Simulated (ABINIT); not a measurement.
## Ge in ABINIT: convergence with pawecutdg

Input of the first run (pawecutdg 22 Ha); the others differ in this setting and in those tied to it:

Contents of run.abi:

```
pp_dirpath "./"
pseudos "Ge.GGA_PBE-JTH.xml"

acell 3*1.0
rprim
     0.0000000000     5.3458651312     5.3458651312
     5.3458651312     0.0000000000     5.3458651312
     5.3458651312     5.3458651312     0.0000000000
ntypat 1
znucl 32
natom 2
typat 1 1
xcart
     8.0187976968     8.0187976968     8.0187976968
     5.3458651312     5.3458651312     5.3458651312

ecut 22.0
pawecutdg 22.0
pawxcdev 0

kptopt 1
ngkpt 8 8 8
nshiftk 1
shiftk 0.0 0.0 0.0

ixc 11

nband 18
occopt 6
tsmear 0.05 eV

nstep 100
tolvrs 1.0e-9

iomode 3
prtwf 0
prtden 0
prteig 0
prtebands 0
enunit 2
```

Potentials or basis: JTH PAW PBE v2.0.

Launch:

```sh
$ abinit run.abi > log 2>&1
```

Hardware: 1 thread of Arm Neoverse V2 (shared host).

| pawecutdg | energy less the tightest run (meV/atom) | SCF cycles | CPU time (s) | peak memory (GiB) |
| --- | --- | --- | --- | --- |
| 22 Ha | 0.30 | 10 | 20 | 0.11 |
| 26.4 | 0.27 | 11 | 22 | 0.11 |
| 33 | 0.17 | 11 | 22 | 0.12 |
| 39.6 | 0.02 | 11 | 22 | 0.12 |
| 48.4 | 0.00 | 11 | 22 | 0.13 |
| 59.4 | -0.01 | 13 | 26 | 0.15 |
| 72.6 | 0.00 | 13 | 26 | 0.17 |

Against the tightest run, the energy stays within 1 meV/atom from 22 Ha on. The tightest run that finished is the yardstick and may itself not be fully converged.
